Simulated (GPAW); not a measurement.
Crystal: SiC (Moissanite 3C).

```xyz
2
Lattice="0.0000 2.1790 2.1790 2.1790 0.0000 2.1790 2.1790 2.1790 0.0000" Properties=species:S:1:pos:R:3 pbc="T T T"
Si    0.0000    0.0000    0.0000
C     1.0895    1.0895    1.0895
```

Base run:

- Program: GPAW 26.7.0
- Functional: optB88-vdW
- Potentials or basis: GPAW PAW data sets (gpaw-data 1.2.1)
- Cutoff: 800 eV
- Basis: pw
- k mesh: 10 × 10 × 10
- Occupations: fermi-dirac, width 0.05 eV
- Spin: no spin polarisation

Its results: band gap on the k mesh 1.54 eV, indirect (least direct gap 4.69 eV).

Q: The run is repeated on the same cell with these changes: functional from optB88-vdW to PBE. What comes out?

A: Band gap on the k mesh 1.35 eV, indirect (least direct gap 4.54 eV).
